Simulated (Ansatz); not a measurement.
**Bands, cutoff and cost in G0W0 for RbCl (Fm-3m)**

How do accuracy and time trade against each other in G0W0 on RbCl (Fm-3m)?

Method: G0W0 on PBE, plane waves, PAW; PAW set soft_1, in Ansatz 0.2.0.

Report form: the programs' logs are mostly left out.

## (1) The starting structure

The structure is cubic, space group Fm-3m (No. 225). The conventional cell has a = 6.579 Å, b = 6.579 Å, c = 6.579 Å, α = 90.00°, β = 90.00°, γ = 90.00°. Nearest to Rb lie 6 Cl at 3.29 Å. Cl has 6 Rb at 3.29 Å nearest. Farther neighbours and most contacts between anions are not listed.

The cell and positions come from the Crystallography Open Database and are kept as given unless a step says otherwise.

## (2) 75 empty bands, screening to 60 eV

G0W0 replaces the xc potential by the self-energy, built once from these orbitals. Only a window of levels is corrected, while the sums run over the empty bands that the input names. This step takes PAW set soft_1 files.

Input file input.yaml:

```yaml
crystal:
  lattice:
    - [0.0, 3.2895, 3.2895]
    - [3.2895, 0.0, 3.2895]
    - [3.2895, 3.2895, 0.0]
  atoms:
    - { symbol: Rb, position: [0.0, 0.0, 0.0] }
    - { symbol: Cl, position: [0.5, 0.5, 0.5] }
kpoints:
  mp_grid: { grid: [4, 4, 4] }
hamiltonian:
  xc: pbe
  pseudopotentials: { kind: paw, azcp: { folder: soft_1 } }
scf:
  occupations: { method: fixed }
gw:
  n_empty_bands: 75
  ecut_chi: 60
  qp_bands: [v2, c2]
  qp_kpoints: band_edges
  screening: { model: contour_deformation }
```

Command:

```bash
> ansatz run input.yaml --threads 24 --pin off --max-ram 82944MiB --backend cuda --events-out ev --progress --plain --runs-dir out --devices 1 --max-vram 78GiB
```

Run time: 2.5 s. Hardware: 1 × NVIDIA GB200 (shared by 2 runs) with 24 threads of Arm Neoverse V2, shared host; peak memory 1.2 GiB.

Numbers from this step:

* bands summed: 83
* RPA ε∞ on this mesh (eigenvalues): 2.191, 2.191, 2.191
* plane waves in the screening matrix: 65
* q-points in the mesh: 64
* G0W0 gap on the mesh: 7.388 eV
* k of the valence top: 0, 0, 0
* k of the conduction bottom: 0, 0, 0
* starting gap on the mesh: 5.004 eV
* Z at the valence top: 0.8051
* Z at the conduction bottom: 0.8720
* least direct G0W0 gap on the computed points: 7.388 eV

The gap on the mesh goes from 5.00 eV to 7.39 eV, a correction of +2.38 eV. Between the two edge states, bare exchange in place of the xc potential would open the gap by 8.05 eV, and correlation takes back 5.67 eV.

## (3) 212 empty bands, screening to 120 eV

Another rung: the empty bands reach about as high as the screening cutoff, so the two stay in balance.

Changes to input.yaml since step 2:

```diff
@@ -16,4 +16,4 @@
 gw:
-  n_empty_bands: 75
-  ecut_chi: 60
+  n_empty_bands: 212
+  ecut_chi: 120
   qp_bands: [v2, c2]
```

Elapsed: 2.8 s, on 1 × NVIDIA GB200 (shared by 2 runs) with 24 threads; peak memory 1.2 GiB.

This step gave:

```
bands summed                                 : 220
RPA ε∞ on this mesh (eigenvalues)            : 2.187, 2.187, 2.187
plane waves in the screening matrix          : 181
q-points in the mesh                         : 64
G0W0 gap on the mesh                         : 7.613 eV
k of the valence top                         : 0, 0, 0
k of the conduction bottom                   : 0, 0, 0
starting gap on the mesh                     : 5.004 eV
Z at the valence top                         : 0.7983
Z at the conduction bottom                   : 0.8706
least direct G0W0 gap on the computed points : 7.613 eV
```

Against the run with 4×4×4 mesh, 75 empty bands, screening to 60 eV, PAW set soft_1 files, the gap moves by +0.22 eV.

## (4) 457 empty bands, screening to 200 eV

Changes to input.yaml since step 3:

```diff
@@ -16,4 +16,4 @@
 gw:
-  n_empty_bands: 212
-  ecut_chi: 120
+  n_empty_bands: 457
+  ecut_chi: 200.0
   qp_bands: [v2, c2]
```

Wall time 4.7 s (1 × NVIDIA GB200 (shared by 2 runs) with 24 threads); peak memory 1.5 GiB; 10 s of CPU time.

Numbers from this step:

```
bands summed                                 : 465
RPA ε∞ on this mesh (eigenvalues)            : 2.186, 2.186, 2.186
plane waves in the screening matrix          : 459
G0W0 gap on the mesh                         : 7.738 eV
k of the valence top                         : 0, 0, 0
k of the conduction bottom                   : 0, 0, 0
starting gap on the mesh                     : 5.004 eV
least direct G0W0 gap on the computed points : 7.738 eV
```

Against the run with 4×4×4 mesh, 212 empty bands, screening to 120 eV, PAW set soft_1 files, the gap moves by +0.12 eV.

## (5) Changing the frequency model: 4×4×4 mesh, 212 empty bands, screening to 120 eV, plasmon pole, PAW set soft_1 files

A plasmon pole stands in for the full frequency dependence of the screening; this run shows what that costs in accuracy. Bands and cutoff differ from the step before, so it is read against an earlier run that matches them.

Changes to input.yaml since step 4:

```diff
@@ -16,6 +16,6 @@
 gw:
-  n_empty_bands: 457
-  ecut_chi: 200.0
+  n_empty_bands: 212
+  ecut_chi: 120
   qp_bands: [v2, c2]
   qp_kpoints: band_edges
-  screening: { model: contour_deformation }
+  screening: { model: godby_needs }
```

The job ended after 3.4 s (1 × NVIDIA GB200 (shared by 2 runs) with 24 threads; peak memory 1.3 GiB; 9.5 s of CPU time).

Numbers from this step:

* bands summed: 220
* plasmon-pole fit frequency: 17.60 eV
* RPA ε∞ on this mesh (eigenvalues): 2.187, 2.187, 2.187
* plane waves in the screening matrix: 181
* G0W0 gap on the mesh: 7.613 eV
* k of the valence top: 0, 0, 0
* k of the conduction bottom: 0, 0, 0
* starting gap on the mesh: 5.004 eV
* least direct G0W0 gap on the computed points: 7.613 eV

Against the run with 4×4×4 mesh, 212 empty bands, screening to 120 eV, PAW set soft_1 files, the gap moves by −0.001 eV.

## (6) Changing the files: 4×4×4 mesh, 212 empty bands, screening to 120 eV, hard PAW files

Other atomic data (hard PAW) test the pseudisation: the cutoff goes from 420 to 660 eV, with the same valence electrons.

This step: G0W0 on PBE, plane waves, PAW.

input.yaml, the sections that differ from step 5:

```yaml
hamiltonian:
  xc: pbe
  pseudopotentials: { kind: paw, source: ansatz }
gw:
  n_empty_bands: 212
  ecut_chi: 120
  qp_bands: [v2, c2]
  qp_kpoints: band_edges
  screening: { model: contour_deformation }
# crystal, kpoints, scf: as in step 5
```

Wall time 3.1 s (1 × NVIDIA GB200 (shared by 2 runs) with 24 threads); peak memory 1.3 GiB; 8 s of CPU time.

This step gave:

```yaml
bands_summed: 220
rpa_eps_infinity_on_this_mesh_eigenvalues: 2.187, 2.187, 2.187
plane_waves_in_the_screening_matrix: 181
g0w0_gap_on_the_mesh: 7.616 eV
k_of_the_valence_top: 0, 0, 0
k_of_the_conduction_bottom: 0, 0, 0
starting_gap_on_the_mesh: 5.005 eV
least_direct_g0w0_gap_on_the_computed_points: 7.616 eV
```

Against the run with 4×4×4 mesh, 212 empty bands, screening to 120 eV, PAW set soft_1 files, the gap moves by +0.002 eV.

## (7) The runs together

Times are wall times on 1 × NVIDIA GB200 (shared by 2 runs) with 24 threads of Arm Neoverse V2, shared host, good to a factor of about two.

| mesh | files | frequency | bands summed | cutoff (eV) | start (eV) | G0W0 (eV) | time | host memory (GiB) |
| --- | --- | --- | --- | --- | --- | --- | --- | --- |
| 4×4×4 | PAW set soft_1 | contour deformation | 83 | 60 | 5.004 | 7.388 | 2.5 s | 1.2 |
| 4×4×4 | PAW set soft_1 | contour deformation | 220 | 120 | 5.004 | 7.613 | 2.8 s | 1.2 |
| 4×4×4 | PAW set soft_1 | contour deformation | 465 | 200 | 5.004 | 7.738 | 4.7 s | 1.5 |
| 4×4×4 | PAW set soft_1 | plasmon pole | 220 | 120 | 5.004 | 7.613 | 3.4 s | 1.3 |
| 4×4×4 | hard PAW | contour deformation | 220 | 120 | 5.005 | 7.616 | 3.1 s | 1.3 |

The parts of the quasiparticle energy at the two band edges (eV; QP = start + Σx + Σc − Vxc):

| run | edge | start | Σx | Σc | Vxc | Z | QP |
| --- | --- | --- | --- | --- | --- | --- | --- |
| 83 bands | valence top | 1.02 | -20.68 | 2.78 | -16.23 | 0.81 | -0.65 |
| 83 bands | conduction bottom | 6.03 | -4.10 | -2.89 | -7.70 | 0.87 | 6.74 |
| 220 bands | valence top | 1.02 | -20.68 | 2.48 | -16.23 | 0.80 | -0.95 |
| 220 bands | conduction bottom | 6.03 | -4.10 | -2.96 | -7.70 | 0.87 | 6.67 |
| 465 bands | valence top | 1.02 | -20.68 | 2.29 | -16.23 | 0.80 | -1.14 |
| 465 bands | conduction bottom | 6.03 | -4.10 | -3.03 | -7.70 | 0.87 | 6.60 |

## (8) What came out

| Quantity | Value |
| --- | --- |
| 83 bands, 60 eV | 7.388 eV |
| 220 bands, 120 eV | 7.613 eV |
| 465 bands, 200 eV | 7.738 eV |
| estimated limit in bands and cutoff | 7.85 eV |
| mesh and start | 4×4×4, PBE |

A line in one over the bands through the two highest rungs gives 7.85 eV, +0.11 eV from the top rung; the pair below gives 7.75 eV, so the estimate is still climbing. The rungs stand 0.46 eV (83 bands), 0.24 eV (220 bands) and 0.11 eV (465 bands) from it. From 83 to 465 bands the gap moves by +0.35 eV. Σc changes by −0.49 eV at the valence top and −0.14 eV at the conduction bottom, so the valence edge carries most of the change. The plasmon-pole model gives −0.001 eV against contour deformation, 0 % of the correction, and saved no time in this program. Hard PAW files move the gap by +0.002 eV at equal bands and cutoff, +0.001 eV of it in the start. The many-body steps are scalar-relativistic: spin-orbit coupling is not in them.

[Paths, hosts, dates, memory and timing lines, banners, echoed tables and standing remarks are left out of the program output.]

[Logs are printed without paths, hosts, clocks, repeated set-up lines and the standing remarks that a program may print on its own settings, such as how far it seeks lower states.]

[Runs of the session that timed out or met a known fault of the program may be left out.]

[Cells called generated may have been cut or substituted from an entry of the Crystallography Open Database or the Materials Project.]

[Hosts, paths, dates, database ids (printed as entryN), source tags and the programs' standing remarks are cut or masked in the printed files.]
